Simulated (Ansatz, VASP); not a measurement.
## TiS2: VASP beside Ansatz

File POSCAR:

```
TiS2
1.0
    3.4106015668      0.0000000000      0.0000000000
   -1.7053007834      2.9536675990      0.0000000000
    0.0000000000      0.0000000000      5.7387203108
Ti S
1 2
Direct
    0.0000000000      0.0000000000      0.0000000000
    0.3333333333      0.6666666667      0.2449123130
    0.6666666667      0.3333333333      0.7550876870
```

Contents of INCAR.step1:

```
SYSTEM = TiS2
ALGO = Normal ; EDIFF = 1E-5
ENCUT = 520 ; GGA = PE
ISIF = 2 ; ISMEAR = -1
LASPH = .TRUE. ; LCHARG = .FALSE.
LREAL = .FALSE. ; LWAVE = .TRUE.
NBANDS = 19 ; NELM = 100
PREC = Accurate ; SIGMA = 0.02
```

File INCAR.step2:

```
SYSTEM = TiS2
ALGO = Normal ; EDIFF = 1E-7
ENCUT = 520 ; GGA = PE
HFSCREEN = 0.2079 ; ISIF = 2
ISMEAR = -1 ; ISTART = 1
LASPH = .TRUE. ; LCHARG = .FALSE.
LHFCALC = .TRUE. ; LREAL = .FALSE.
LWAVE = .FALSE. ; NBANDS = 19
NELM = 100 ; PREC = Accurate
PRECFOCK = Normal ; SIGMA = 0.02
```

KPOINTS

```
k-points
0
G
  6 6 2
  0 0 0
```

Input for Ansatz:

```yaml
crystal:
  lattice:
    - [3.4106015668, 0.0, 0.0]
    - [-1.7053007834, 2.953667599, 0.0]
    - [0.0, 0.0, 5.7387203108]
  atoms:
    - { symbol: Ti, position: [0.0, 0.0, 0.0] }
    - { symbol: S, position: [0.3333333333, 0.6666666667, 0.244912313] }
    - { symbol: S, position: [0.6666666667, 0.3333333333, 0.755087687] }
kpoints:
  mp_grid: { grid: [6, 6, 2] }
hamiltonian:
  xc: hse06
scf:
  occupations: { method: fermi_dirac, width: 0.02 }
  n_extra_bands: 4
output:
  forces: true
  stress: true
  eigenvalues: true
```

The cell was built by a generator and needn't be a form met in nature.

Alike in both runs: task single point; functional HSE06; k mesh 6 × 6 × 2; occupations fermi-dirac, width 0.02 eV; no spin polarisation.

|  | VASP | Ansatz |
| --- | --- | --- |
| version | VASP 6.6.1 | Ansatz 0.2.0 |
| potentials or method | VASP PAW PBE potentials, release 64 (Ti_sv, S) | plane waves, PAW |
| plane-wave cutoff (eV) | 520 | 420 |
| valence electrons in the cell | 24 | 24 |

|  | VASP | Ansatz | Ansatz less VASP |
| --- | --- | --- | --- |
| pressure (GPa) | -0.1 | 0.1 | +0.22 |
| largest component of the traceless stress (GPa) | 0.28 | 0.25 | -0.028 |
| rms of the force components (eV/Å) | 0.119 | 0.117 | -0.0023 |

Atom by atom the forces differ by 0.002 eV/Å (rms over components). Ansatz warned: «stress_exchange_threshold_loose».

Caveats: the k mesh is coarse (spacing up to 0.55 Å⁻¹), so the values aren't converged, least of all with exact exchange; the PAW data sets were made with another functional, which shifts forces and pressure a little (VASP); this functional lacks dispersion, which binds the layers, so the pressure and a relaxed spacing across them are unreliable. A k mesh can miss the band edges.
